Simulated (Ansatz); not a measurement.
Something may be wrong with this Ansatz 0.2.0 calculation of Sn.

File input.yaml:

```yaml
crystal:
  lattice:
    - [0.0, 3.2333428, 3.2333428]
    - [3.2333428, 0.0, 3.2333428]
    - [3.2333428, 3.2333428, 0.0]
  atoms:
    - { symbol: Sn, position_ang: [4.8500142, 4.8500142, 4.8500142], spin: 0.5 }
    - { symbol: Sn, position_ang: [3.2333428, 3.2333428, 3.2333428], spin: -0.07 }
kpoints:
  mp_grid: { grid: [7, 7, 7], kspacing: 0.3 }
  band_path:
    path:
      - [0.0, 0.0, 0.0]
      - [0.5, 0.0, 0.5]
      - [0.5, 0.25, 0.75]
      - [0.375, 0.375, 0.75]
      - [0.0, 0.0, 0.0]
      - [0.5, 0.5, 0.5]
      - [0.625, 0.25, 0.625]
      - [0.5, 0.25, 0.75]
    npoints: 10
scf:
  occupations: { method: cold, width: 0.05 }
  max_iter: 60
hamiltonian:
  xc: pbe
  dispersion: d3bj
  pseudopotentials:
    kind: all_electron
    lapw: { basis_error: 0.001 }
    dirac_shells: { Sn: ["3p", "3d"] }
magnetization:
  spin_polarized: true
output:
  forces: true
  stress: true
  eigenvalues: true
```

Potentials or basis: all-electron LAPW, inner shells corrected to Dirac's equation.

The run is started by

```bash
$ ansatz run input.yaml --threads 1 --pin off --max-ram 2560MiB --backend cpu --events-out ev --progress --plain --runs-dir out
```

Output:

```text
Error: invalid value for `kpoints.mp_grid.kspacing`: mutually exclusive with `grid` — set one or the other
```

How did it end, and where is the flaw?

The input was rejected before any iteration. The input holds a flaw that was put in on purpose: a mesh with a zero or a mesh and a spacing (kpoints.mp_grid.kspacing = 0.3).
